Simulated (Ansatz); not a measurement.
**Be2C (antifluorite): G0W0 against its settings**

Be2C built on the antifluorite prototype, relaxed with r2SCAN; one-shot G0W0 in Ansatz without spin-orbit coupling. The values are computed, spin-unpolarised, and not measurements.

```yaml
crystal:
  lattice:
    - [0.00000, 2.16049, 2.16049]
    - [2.16049, 0.00000, 2.16049]
    - [2.16049, 2.16049, 0.00000]
  atoms:
    - { symbol: C, position: [0.00000, 0.00000, 0.00000] }
    - { symbol: Be, position: [0.25000, 0.25000, 0.25000] }
    - { symbol: Be, position: [0.75000, 0.75000, 0.75000] }
```

Gaps are read over the mesh points alone. G0W0 values are finite-basis, finite-mesh values.

| start | potentials | frequency model | mesh | empty bands | screening cutoff (eV) | Kohn-Sham gap (eV) | G0W0 gap (eV) | rough cost |
| --- | --- | --- | --- | --- | --- | --- | --- | --- |
| PBE | PAW | contour deformation | 6×6×6 | 32 | 80 | 1.17 | 1.72 | 7 core-seconds |
| PBE | PAW | contour deformation | 6×6×6 | 75 | 140 | 1.17 | 1.91 | 15 core-seconds |
| PBE | PAW | contour deformation | 6×6×6 | 139 | 210 | 1.17 | 1.99 | 40 core-seconds |
| HSE06 | PAW | contour deformation | 6×6×6 | 75 | 140 | 1.91 | 2.22 | 40 core-seconds |
| LDA | PAW | contour deformation | 6×6×6 | 75 | 140 | 1.19 | 1.91 | 15 core-seconds |
| r2SCAN | PAW | contour deformation | 6×6×6 | 75 | 140 | 1.53 | 2.04 | 21 core-seconds |
| PBE | PAW | Godby-Needs pole | 6×6×6 | 75 | 140 | 1.17 | 1.86 | 15 core-seconds |
| PBE | PAW | contour deformation | 8×8×8 | 32 | 80 | 1.17 | 1.72 | 29 core-seconds |
| PBE | norm-conserving | contour deformation | 6×6×6 | 75 | 140 | 1.16 | 1.89 | 80 core-seconds |

G0W0 moves the gap on the mesh from 1.17 eV (PBE) to 1.99 eV (Γ to X). Renormalisation factors Z lie between 0.77 and 0.82.

Raising bands and cutoff together moves the gap by +0.19 eV (80 to 140 eV), then +0.08 eV (140 to 210 eV); the last step is still large, so the basis limit isn't reached. Starting from HSE06 (1.91 eV against PBE's 1.17 eV) gives 2.22 eV, +0.31 eV from G0W0@PBE at the same screening cutoff. Starting from LDA (1.19 eV against PBE's 1.17 eV) gives 1.91 eV, 0.00 eV from G0W0@PBE at the same screening cutoff. Starting from r2SCAN (1.53 eV against PBE's 1.17 eV) gives 2.04 eV, +0.13 eV from G0W0@PBE at the same screening cutoff. The Godby-Needs plasmon pole differs from contour deformation by -0.05 eV. An 8×8×8 mesh in place of 6×6×6 changes the opening over PBE by 0.00 eV (the gap on the mesh by 0.00 eV). Norm-conserving potentials (wave cutoff 1800 eV against 420 eV) shift the quasiparticle gap by -0.02 eV and the PBE gap by -0.01 eV. r2SCAN runs take a wave cutoff of 500 eV.
